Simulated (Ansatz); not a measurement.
# Formation energy of PtSe₂

Method: r²SCAN, scalar-relativistic; no spin polarisation; PAW, 500 eV, 8×8×4 k-mesh, Gaussian smearing of 0.05 eV; code Ansatz. The datasets are Ansatz's generated set soft_2.

The chain of runs began from a cell as deposited in COD, expanded in volume. Of that entry: the entry's cell lengths or inner coordinates differ somewhat from later room-temperature determinations. The relaxation kept the space group but changed the cell's proportions, one axis by 10 % at equal volume, so the results may not describe the measured structure. The database's entry of this formula in the relaxed cell's space group, P-3m1, has axes of 3.728 × 3.728 × 5.031 Å and 20.18 Å³/atom (1965), the relaxed one 3.717 × 3.717 × 5.830 Å and 23.25.

It takes space group P-3m1 (No. 164, trigonal). The conventional cell has a = 3.717 Å, b = 3.717 Å, c = 5.830 Å, α = 90.00°, β = 90.00°, γ = 120.00°. Around Pt (site symmetry -3m) lie 6 Se at 2.51 Å. Se (site symmetry 3m) has 3 Pt at 2.51 Å as nearest neighbours. (Neighbours are counted to 15 % beyond the shortest distance.)

The elements were computed in their standard states with the same datasets, cutoff and functional. Total energies depend on the potentials used, so only differences within one code and one set of settings carry meaning.

Energy of the relaxed cell (3 atoms, smearing extrapolated to zero): -23494.415 eV. Elements, in eV/atom: Pt -12536.783, Se -5478.127.

Problem. What is the formation energy?

Solution. [-23494.415 − (1 × -12536.783 + 2 × -5478.127)] / 3 = -0.46 eV/atom, or -44 kJ per mole of atoms.

The value is for 0 K, without zero-point energy. Uncorrected semilocal values for oxides, chalcogenides and halides often miss by tenths of an eV an atom. A negative value shows stability against the elements alone, not against other compounds or structures.

For elements this heavy, spin–orbit coupling would shift levels and gaps; it isn't included here. The structure is built of weakly bound layers, and this functional has no dispersion term, so their spacing and all that hangs on it (volume, the soft elastic constants, low modes, dielectric constants) are poorly given.
